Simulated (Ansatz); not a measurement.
## NbP and the effect of the pressure

The cell as given:

The structure is tetragonal, space group I4_1md (No. 109). Conventional cell: a = 3.350 Å, b = 3.350 Å, c = 11.480 Å, α = 90.00°, β = 90.00°, γ = 90.00°. Around Nb (site symmetry 2mm) lie 6 P at 2.55 Å. P (site symmetry 2mm) is surrounded by 6 Nb at 2.55 Å.

The cell is a database's computed one, not the measured one.

Kept alike: task relaxation of cell and atoms; functional PBEsol; k mesh 11 × 11 × 11; occupations fermi-dirac, width 0.05 eV; no spin polarisation. Program: Ansatz, all-electron LAPW, scalar-relativistic. The mesh is that of the run's cell of 4 atoms. No spin-orbit coupling.

| pressure, P (GPa) | volume (Å³/atom) |
| --- | --- |
| 0 | 15.561 |
| 5 | 15.195 |
| 10 | 14.869 |
| 20 | 14.306 |
| 30 | 13.831 |

The relaxations keep at least the cell's symmetry (I4_1md). The runs follow the start's structure, whether or not it is the stable one at these pressures. P is the pressure aimed at, which the runs meet within some hundredths to tenths of a GPa.

What does the pressure change here?

The volume falls from 15.561 to 13.831 Å³/atom between 0 and 30 GPa. The volume falls ever more slowly, since the solid stiffens under load. At the pressures aimed at, which the runs meet within some tenths of a GPa, the step from 0 to 5 GPa gives a mean bulk modulus near 210 GPa, the last step 296 GPa.

NbP behaves as a stiff solid whose resistance to compression grows steadily: every successive interval costs less volume per unit pressure, with no sign of an abrupt collapse at the pressures sampled. The stiffness probably comes from the Nb-P bonds, in which Nb 4d states mix with P 3p states to give strong, partly covalent bonding within a semimetal. Squeezing the cell increases this overlap, but the gain in bonding is increasingly outweighed by the kinetic-energy cost of confining the electrons and by Pauli repulsion between the ion cores and the valence charge. Because that repulsion rises steeply at short range, the mean bulk modulus climbs from near 210 GPa in the first step to 296 GPa in the last. This is the ordinary response of a strongly bonded solid and needs no electronic transition to explain it. The volumes alone don't show how the compression is shared between the a and c axes, or how the band crossings near the Fermi level, which give NbP its Weyl character, respond to it.
